# Why one functional opens the gap of BaTiO₃ more than the others

## The quantity

A band gap is the energy between the highest filled and the lowest empty electron level of a crystal. Here both levels are sought along a path through the special points of the Brillouin zone, which gives the "gap on path". If the two levels must also belong to the same wave vector, the result is the "direct gap on path". Each value comes from a density-functional calculation of tetragonal BaTiO₃ with spin-orbit coupling, and the atoms sit at identical positions in every row.

Kohn–Sham DFT band gaps of tetragonal BaTiO₃ (P4mm, 5 atoms, fixed geometry), computed with GPAW 26.7.0 using PAW data sets, an 800 eV plane-wave cutoff, a 4×4×4 k mesh and Fermi–Dirac smearing of 0.05 eV. Spin-orbit coupling is included by second variation, and the gaps are taken along the path Γ–X–M–Γ–Z–R–A–Z, X–R, M–A.

```csv
functional,potentials,gap on path (eV),direct gap on path (eV)
AM05,PAW data sets made by gpaw setup for the functional,1.753,1.982
BP86,PAW data sets made by gpaw setup for the functional,1.799,2.024
MS2,GPAW PAW data sets (gpaw data 1.2.1),2.136,2.379
WC,PAW data sets made by gpaw setup for the functional,1.755,1.980
vdW-DF,GPAW PAW data sets (gpaw data 1.2.1),1.851,2.071
```

## What has to be explained

Four of the five functionals agree closely: AM05, WC, BP86 and vdW-DF lie within 0.1 eV of one another. MS2 stands apart, 0.29 eV above vdW-DF, the next highest. The series therefore holds two effects of different size, a small drift among four functionals and a large step to the fifth. An explanation that suits the drift need not suit the step.

Because the cell is fixed, the step cannot come from moved atoms. It must come from the functional or from the data sets used with it. If each functional were allowed to choose its own lattice, the gaps would also carry differences in bond length and in the displacement of titanium. That neighbouring series would mix two causes which this one keeps apart.

## Which levels form the gap

In BaTiO₃ barium has given up its outer electrons and takes little part near the gap. The top of the filled bands consists mainly of oxygen 2p orbitals, and the bottom of the empty bands mainly of titanium 3d orbitals. To excite an electron across the gap is roughly to move it from an oxide ion to a titanium ion. A functional widens the gap if it raises titanium 3d relative to oxygen 2p.

The two gap columns show that this happens to the band edges broadly, and not at a single wave vector. From the average of the other four rows to MS2, the indirect gap and the direct gap both grow by a little over a third of an electronvolt. The distance between the two gaps changes by only about 0.02 eV. That is less than the roughly 0.05 eV by which the direct gap of each of the other four lies below its value on the mesh before spin-orbit coupling, and the MS2 run treats the coupling differently. The numbers therefore cannot tell a rigid shift of the empty bands from a slight stretch of all energies.

## First explanation: a stronger gradient term

The simplest functional treats each point of the crystal as a piece of uniform electron gas. The next step up also asks how steeply the density changes there. The steepness is measured by the reduced gradient s, which compares the change of density with the local electron wavelength. The exchange energy is then multiplied by an enhancement factor F(s), which equals 1 in the uniform gas.

It is tempting to order all five functionals by the strength of this factor. A different F gives a different potential, and oxygen 2p and titanium 3d electrons feel the change to different degrees because they live in different parts of the density. The formula for F does not by itself tell which of the two levels rises more. The sign and size of the effect must come from the computed gaps.

As a measure of strength, take F − 1 at s = 2, worked out from the known formulas to two figures. It is 0.18 for AM05, 0.35 for WC, 0.47 for BP86 and 0.51 for vdW-DF. The gaps of these four never fall as the strength rises, so the idea looks promising. It already has a weak spot, though: AM05 and WC differ by a factor of two in strength and still give the same gap to within 0.002 eV.

## The estimate for MS2

A straight line drawn by least squares through the four functionals just named gives

gap ≈ 1.691 eV + 0.261 eV × (F − 1).

MS2 took no part in this fit. Its exchange depends on a further variable, so its gradient strength is taken where that variable has its uniform-gas value. There F − 1 is 0.25, weaker than in WC. The line then predicts

1.691 eV + 0.261 eV × 0.25 ≈ 1.76 eV.

The calculation gives 2.14 eV, so the estimate falls short by 0.38 eV. The line follows its own four points to about 0.03 eV, and when each of them is predicted from the other three the typical error is 0.06 eV. The miss for MS2 is several times larger than either. Judged by its gradient term, MS2 belongs near the bottom of the series, and it stands at the top.

One can also ask how strong the gradient term would have to be to produce the MS2 gap. The line demands (2.14 − 1.69)/0.26 ≈ 1.7, more than three times the strength found in vdW-DF. A line through four points should not be trusted so far out, but the scale of the answer is telling. The gradient term may account for the drift among the four; it does not account for the step.

Even for the drift the case is modest. The slope is uncertain by nearly half its value, the choice of s = 2 is arbitrary and lies above the values found in most of the density, BP86 and vdW-DF change places at small s, and the functionals also differ in their correlation part, which in vdW-DF is non-local. The line is best read as a yardstick for the size of gradient effects in this crystal, not as a law.

## Second explanation: the data sets for the atomic cores

The calculation replaces the region near each nucleus by a prepared data set. For AM05, BP86 and WC these sets were made for the functional in question, while MS2 and vdW-DF used distributed sets. Someone who sorts the table by this column will notice that the two largest gaps both come from distributed sets. Perhaps the sets, and not the functionals, widen the gap.

The pair with distributed sets provides a partial test. If such sets opened the gap by a common amount, vdW-DF would share in it. Yet vdW-DF lies only 0.05 eV above BP86, and MS2 lies 0.29 eV above vdW-DF. A common shift therefore leaves most of the step unexplained.

Two doubts remain. The small rise from BP86 to vdW-DF coincides with the change of data sets, so it may belong to either. The distributed sets are also not one set: by default vdW-DF takes sets made for revPBE, whose exchange it shares, while MS2 takes sets made for PBE. This poorer match could contribute to the step, and these rows do not test that. Repeating MS2 with a second family of data sets, or with all electrons treated explicitly, would settle the point.

## Third explanation: a potential that sees the orbitals

MS2 has an ingredient that the other four lack. It uses the kinetic-energy density

τ = ½ Σ |∇φ|²,

where the sum runs over the filled orbitals φ. Two regions can have the same density and the same density gradient and still differ in τ, for instance a covalent bond and a region where closed shells overlap. This variable lets the functional tell them apart.

It also changes what an electron feels. In the other four functionals, exchange and correlation act through one ordinary potential, the same function of position for every orbital. In MS2 there is an additional term, which contributes to the energy of an orbital φ the amount

½ ∫ v |∇φ|², with v = ∂e/∂τ,

where e is the exchange-correlation energy per volume. An orbital with steep slopes in regions of large v is affected more than a smooth one. Filled and empty levels can thus be moved apart even where they occupy the same space.

In the exchange part of MS2, v is positive or zero: more kinetic-energy density at a given density makes the exchange energy less negative. The extra term therefore acts as an additional cost for steep orbitals. It does not follow that titanium 3d pays more than oxygen 2p, since both are compact and steep. The ordinary part of the potential changes as well, and only the sum of both appears in the gap, so this term taken alone does not give the direction of the step.

There is a more general reason to expect a larger gap. The true gap compares the cost of removing an electron with the gain from adding one. In an infinite crystal, one added electron hardly changes the density anywhere, so a functional of the usual density-only kind gives it no extra jump in potential. A functional that depends on orbitals does register that the new electron occupies a different kind of orbital, and part of the jump enters the computed gap.

## How far the numbers decide

The numbers reject gradient strength as the cause of the MS2 step, and they make a common effect of the distributed data sets an unlikely main cause. Orbital dependence fits both the direction of the step and its separation from the other rows. The support for it comes mostly from theory, since MS2 is the only functional here that contains τ. Further functionals of its kind, run on the same cell with matched data sets, would turn a consistent picture into a test.

A neighbouring series would keep BaTiO₃ and mix in a growing share of exact exchange, as hybrid functionals do. Exact exchange acts on filled and empty orbitals in a much more distinct way than the τ term, and it usually opens the gaps of oxides further. The same reasoning covers both series: what matters is how differently the functional treats the level an electron leaves and the level it enters. Among the four density-only functionals here, that difference changes little.

## What the gaps are good for

The measured gap of BaTiO₃ is roughly 3.3 eV, a recalled value. The four density-only functionals reach on average 54 % of it, and MS2 reaches 65 %. MS2 thus removes about a quarter of the shortfall. Atomic vibrations and local displacements, which a calculation with fixed atoms leaves out, typically change such a gap by tenths of an electronvolt, so most of the shortfall belongs to the functionals.

The error has a visible meaning. The gaps of the four density-only functionals fall in the red and orange, and those of MS2 in the yellow (indirect) and green (direct). Real BaTiO₃ begins to absorb strongly only near the ultraviolet.

Comparisons between the rows are safer than the absolute values. All five runs share one rather coarse mesh of wave vectors, whose error should largely cancel between them, although no finer mesh was run to confirm it. Spin-orbit splittings are probably too wide throughout, but in vdW-DF the whole coupling changes the indirect gap by only 0.002 eV, while the direct gap drops by about 0.05 eV. The MS2 run also leaves the exchange-correlation potential out of the coupling, which should matter little for its indirect gap if the coupling affects it as weakly, but may touch the direct one. A step of 0.29 eV deserves an explanation on this footing; the order of AM05 and WC does not.
